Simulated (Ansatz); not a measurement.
## SrO (R3m) at 2 levels of theory

One geometry, relaxed with PBE; plane waves with PAW potentials in Ansatz, scalar-relativistic. No spin polarisation. Gaps are the least over mesh and band path; pressure is positive in compression.

```cif
data_structure
_symmetry_space_group_name_H-M 'P 1'
_symmetry_Int_Tables_number 1
_cell_length_a 6.5856
_cell_length_b 6.5856
_cell_length_c 6.5856
_cell_angle_alpha 31.658
_cell_angle_beta 31.658
_cell_angle_gamma 31.658
_cell_volume 69.87
loop_
_atom_site_label
_atom_site_type_symbol
_atom_site_fract_x
_atom_site_fract_y
_atom_site_fract_z
_atom_site_occupancy
Sr1 Sr 0.12447 0.12447 0.12447 1
Sr2 Sr 0.95529 0.95529 0.95529 1
O1 O 0.54048 0.54048 0.54048 1
O2 O 0.37162 0.37162 0.37162 1
```

```json
{"level": "PBE", "cutoff (eV)": "420", "k mesh": "6×6×6", "gap (eV)": "3.33", "pressure (GPa)": "0.0"}
```

Problem. What comes out on the same cell with r2SCAN?

Solution.
```
 level  cutoff (eV)  k mesh  gap (eV)  pressure (GPa)
r2SCAN          500   6×6×6      3.90            -1.9
```

The cell was found from a structure generator's guess, not taken from experiment.
